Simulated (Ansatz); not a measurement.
## Os in Ansatz: convergence with xc grid

Input of the first run (xc grid 1); the others differ in this setting and in those tied to it:

Contents of input.yaml:

```yaml
crystal:
  lattice:
    - [2.7341, 0.0, 0.0]
    - [-1.36705, 2.3678000565, 0.0]
    - [0.0, 0.0, 4.3197]
  atoms:
    - { symbol: Os, position: [0.65888, 0.319741, 0.759166] }
    - { symbol: Os, position: [0.328549, 0.664953, 0.246027] }
hamiltonian:
  xc: pbe
  pseudopotentials: { kind: paw, level: accurate }
kpoints:
  mp_grid: { grid: [8, 8, 5] }
scf:
  occupations: { method: cold, width: 0.1 }
output:
  forces: true
  stress: true
  eigenvalues: true
basis:
  xc_grid: 1
```

Potentials or basis: Ansatz PAW earlier set.

Command:

```bash
$ ansatz run input.yaml --threads 2 --pin off --max-ram 5632MiB --backend cpu --events-out ev --progress --plain --runs-dir out
```

The cell isn't the ideal one: atoms moved at random, drawn with an rms of 0.05 Å.

Hardware: 2 threads of Intel(R) Xeon(R) Processor @ 2.50GHz (Skylake/Cascade Lake), on a shared host.

| xc grid | energy less the tightest run, at zero smearing (meV/atom) | SCF cycles | CPU time (s) | peak memory (GiB) |
| --- | --- | --- | --- | --- |
| 1 | 0.00 | 7 | 15 | 0.42 |
| 2 | 0.00 | 7 | 16 | 0.42 |
| 3 | 0.00 | 7 | 16 | 0.44 |
| 4 | 0.00 | 7 | 17 | 0.48 |
| 5 | 0.00 | 7 | 18 | 0.55 |

Against the tightest run, the energy stays within 1 meV/atom from 1 on. The tightest run that finished is the yardstick and may itself not be fully converged.

The run has no spin-orbit coupling, so splittings on Os are missing.
